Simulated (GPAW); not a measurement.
The system is NiO.

```xyz
2
Lattice="0.0000 2.0859 2.0859 2.0859 0.0000 2.0859 2.0859 2.0859 0.0000" Properties=species:S:1:pos:R:3 pbc="T T T"
Ni    0.0000    0.0000    0.0000
O     2.0859    2.0859    2.0859
```

Base run:

| Property | Result |
| --- | --- |
| Program | GPAW 26.7.0 |
| Functional | r2SCAN |
| Potentials or basis | GPAW PAW data sets (gpaw-data 1.2.1) |
| Cutoff | 800 eV |
| Basis | pw |
| k mesh | 8 × 8 × 8 |
| Occupations | fermi-dirac, width 0.05 eV |
| Spin | collinear spin, ferromagnetic start |
| Starting moments | [1.0, 0.0] μB |
| Hubbard terms | Ni d U = 8 eV |

Its results: band gap on the k mesh 3.23 eV, indirect (least direct gap 4.37 eV); pressure 11.8 GPa; net moment 2.00 μB per cell; site moments Ni +1.88; O +0.09 μB.

Problem. After a change of settings the same cell gave: band gap on the k mesh 2.72 eV, indirect (least direct gap 4.20 eV); pressure 10.1 GPa; net moment 2.00 μB per cell; site moments Ni +1.81; O +0.15 μB. Which change was it?
A. hubbard terms from Ni d U = 8 eV to none
B. hubbard terms from Ni d U = 8 eV to Ni d U = 6 eV
C. hubbard terms from Ni d U = 8 eV to Ni d U = 4 eV

Solution. C.

Caveats: the stock nickel data set gives pressures a few GPa off other programs; the PAW data sets were made with another functional, which shifts forces and pressure a little; a cell with one magnetic atom can't hold antiferromagnetic order, which such compounds often take.
